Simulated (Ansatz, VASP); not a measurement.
Given: the input of a run of Ansatz 0.2.0 on KF (Carobbiite).

input.yaml

```yaml
crystal:
  lattice:
    - [0.0, 2.6539175805, 2.6539175805]
    - [2.6539175805, 0.0, 2.6539175805]
    - [2.6539175805, 2.6539175805, 0.0]
  atoms:
    - { symbol: K, position: [0.0, 0.0, 0.0] }
    - { symbol: F, position: [0.5, 0.5, 0.5] }
hamiltonian:
  xc: pbesol
  pseudopotentials: { kind: paw, source: jth, xc_functional: pbe }
kpoints:
  mp_grid: { grid: [9, 9, 9] }
scf:
  occupations: { method: fermi_dirac, width: 0.05 }
output:
  forces: true
  stress: true
  eigenvalues: true
```

Potentials or basis: JTH PAW.

Command:

```console
$ ansatz run input.yaml --threads 1 --pin off --max-ram 3584MiB --backend cpu --events-out ev --progress --plain --runs-dir out
```

Question: Set up the same calculation for VASP 6.6.1. Potentials there: VASP PAW PBE potentials, release 64 (K_sv, F).

Answer: As run (the cutoff follows the program's own potentials):

Contents of INCAR:

```
SYSTEM = KF
  PREC = Accurate
  ENCUT = 520
  EDIFF = 1E-6
  ISMEAR = -1
  SIGMA = 0.05
  LREAL = .False.
  LASPH = .True.
  NELM = 80
  ALGO = Normal
  ISIF = 2
  LWAVE = .False.
  LCHARG = .False.
  GGA = PS
  NBANDS = 15
```

KPOINTS

```
Automatic mesh
0
Gamma
  9 9 9
  0 0 0
```

POSCAR

```
KF
1.0
    0.0000000000      2.6539175805      2.6539175805
    2.6539175805      0.0000000000      2.6539175805
    2.6539175805      2.6539175805      0.0000000000
K F
1 1
Direct
    0.0000000000      0.0000000000      0.0000000000
    0.5000000000      0.5000000000      0.5000000000
```

Potentials or basis: VASP PAW PBE potentials, release 64 (K_sv, F).

The run is started by

```bash
$ cat potpaw_PBE.64/K_sv/POTCAR potpaw_PBE.64/F/POTCAR > POTCAR
$ mpirun -np 1 vasp_std > vasp.out
```

Both were run:

|  | VASP | Ansatz | Ansatz less VASP |
| --- | --- | --- | --- |
| gap on the k mesh at the Fermi level (eV) | 6.13 | 6.14 | +0.008 |
| least direct gap on the mesh (eV) | 6.13 | 6.14 | +0.008 |
| pressure (GPa) | 0.0 | 0.2 | +0.17 |

With one functional, cell and mesh, what is left measures potentials, basis and numerics.

Caveats: the PAW data sets were made with another functional, which shifts forces and pressure a little (VASP); an odd mesh through Γ misses points on the zone boundary, where band edges often lie (VASP); odd divisions of the mesh miss points on the zone boundary, where band edges often lie, so the gap on the mesh can be too wide (Ansatz). PBEsol gaps usually lie below the measured ones, often by a third to a half.
